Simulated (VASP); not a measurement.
Method: r2SCAN+rVV10, VASP's PBE PAW potentials (set 64) (plane waves; VASP).

VASP ran on this input.

**INCAR**
```
! general
SYSTEM  =AlSb
PREC    =Accurate
ENCUT   =520
LREAL   =.FALSE.
LASPH   =.TRUE.

! electronic loop
EDIFF   =1E-7
NELM    =100
ALGO    =Normal   ! blocked Davidson
LMAXMIX =4
LMIXTAU =.TRUE.

! smearing
ISMEAR  =-5   ! tetrahedra, Bloechl

! functional
METAGGA =R2SCAN
LUSE_VDW=.TRUE.
BPARAM  =11.95
CPARAM  =0.0093

! ions
ISIF    =2   ! forces and stress, cell fixed

! output
LWAVE   =.FALSE.
LCHARG  =.FALSE.
LORBIT  =11   ! lm-projected
NEDOS   =601   ! DOS grid
```

File KPOINTS_OPT:
```
k-points along high-symmetry lines
10
Line-mode
Reciprocal
  0.000000   0.000000   0.000000 ! GAMMA
 -0.500000  -0.500000   0.000000 ! X

 -0.500000  -0.500000   0.000000 ! X
 -0.375000  -0.375000   0.250000 ! U

 -0.375000  -0.000000   0.375000 ! K
  0.000000   0.000000   0.000000 ! GAMMA

  0.000000   0.000000   0.000000 ! GAMMA
 -0.000000  -0.000000   0.500000 ! L

 -0.000000  -0.000000   0.500000 ! L
 -0.500000  -0.250000   0.250000 ! W

 -0.500000  -0.250000   0.250000 ! W
 -0.500000  -0.500000   0.000000 ! X
```

KPOINTS:
```
K-points
0
G
 8 8 8
```

### POSCAR
```
AlSb
3.0836710
  0.0000000000   0.9999999446   0.9999999446
  0.9999999446   0.0000000000   0.9999999446
  0.9999999446   0.9999999446   0.0000000000
Al Sb
1 1
Direct
  0.0000000000   0.0000000000   0.0000000000
  0.2500000000   0.2500000000   0.2500000000
```

POTCAR, in this order: Al Sb (PBE.64 set). Program: vasp_std.

The resulting files:

**OSZICAR**
```
       N       E                     dE             d eps       ncg     rms          rms(c)
DAV:   1    -0.741400951554E+01   -0.74140E+01   -0.29218E+03   464   0.752E+02
DAV:   2    -0.329583071090E+02   -0.25544E+02   -0.25141E+02   568   0.917E+01
DAV:   3    -0.335946399576E+02   -0.63633E+00   -0.63633E+00   616   0.182E+01
DAV:   4    -0.335986156656E+02   -0.39757E-02   -0.39757E-02   704   0.176E+00
DAV:   5    -0.335986250028E+02   -0.93372E-05   -0.93372E-05   608   0.737E-02    0.395E+00
DAV:   6    -0.326449620526E+02    0.95366E+00   -0.25425E-01   552   0.350E+00    0.263E+00
DAV:   7    -0.326067267192E+02    0.38235E-01   -0.21591E-01   480   0.294E+00    0.470E-01
DAV:   8    -0.326503014057E+02   -0.43575E-01   -0.11008E-01   464   0.258E+00    0.465E-01
DAV:   9    -0.326536013408E+02   -0.32999E-02   -0.14726E-02   464   0.981E-01    0.132E-01
DAV:  10    -0.326632082908E+02   -0.96069E-02   -0.10524E-02   464   0.978E-01    0.731E-02
DAV:  11    -0.326643702123E+02   -0.11619E-02   -0.16821E-03   496   0.401E-01    0.345E-02
DAV:  12    -0.326644398136E+02   -0.69601E-04   -0.21384E-04   464   0.147E-01    0.247E-02
DAV:  13    -0.326645102636E+02   -0.70450E-04   -0.98730E-05   520   0.977E-02    0.397E-03
DAV:  14    -0.326645176836E+02   -0.74201E-05   -0.11514E-05   512   0.380E-02    0.261E-03
DAV:  15    -0.326645183240E+02   -0.64032E-06   -0.32793E-07   656   0.493E-03    0.386E-03
DAV:  16    -0.326645181827E+02    0.14131E-06   -0.72095E-07   496   0.854E-03    0.572E-03
DAV:  17    -0.326645200990E+02   -0.19163E-05   -0.69592E-07   464   0.792E-03    0.402E-03
DAV:  18    -0.326645204745E+02   -0.37546E-06   -0.27561E-07   464   0.582E-03    0.294E-03
DAV:  19    -0.326645203858E+02    0.88704E-07   -0.12338E-08   232   0.152E-03
   1 F= -.32664520E+02 E0= -.32664520E+02  d E =0.000000E+00
       N       E                     dE             ncg
       N       E                     dE             ncg
       N       E                     dE             ncg
```

**OUTCAR**
```
------------------------ aborting loop because EDIFF is reached ----------------------------------------
  FORCE on cell =-STRESS in cart. coord.  units (eV):
  Direction    XX          YY          ZZ          XY          YZ          ZX
  --------------------------------------------------------------------------------------
  Total        0.0052515      0.0052515      0.0052515      0.0000000      0.0000000      0.0000000
  in kB        0.1434696      0.1434696      0.1434696      0.0000000      0.0000000      0.0000000
  external PRESSURE =       0.1434696 kB  Pullay stress =       0.0000000 kB
  volume of cell :       58.65
      direct lattice vectors                 reciprocal lattice vectors
     0.000000000  3.083670829  3.083670829    -0.162144414  0.162144414  0.162144414
     3.083670829  0.000000000  3.083670829     0.162144414 -0.162144414  0.162144414
     3.083670829  3.083670829  0.000000000     0.162144414  0.162144414 -0.162144414
 POSITION                                       TOTAL-FORCE (eV/Angst)
 -----------------------------------------------------------------------------------
      0.00000      0.00000      0.00000         0.000000      0.000000      0.000000
      1.54184      1.54184      1.54184        -0.000000     -0.000000     -0.000000
 -----------------------------------------------------------------------------------
    total drift:                               -0.000003     -0.000003     -0.000003
  FREE ENERGIE OF THE ION-ELECTRON SYSTEM (eV)
  ---------------------------------------------------
  free  energy   TOTEN  =       -32.6645203858 eV

  energy  without entropy=      -32.6645203858  energy(sigma->0) =      -32.66452039

 total charge

# of ion       s       p       d       tot
------------------------------------------
    1        0.413   0.365   0.000   0.777
    2        1.088   1.435   0.024   2.547
--------------------------------------------------
tot          1.500   1.800   0.024   3.324
```
(Selected blocks of OUTCAR.)

The compound is AlSb in the zinc blende structure. It was relaxed first.
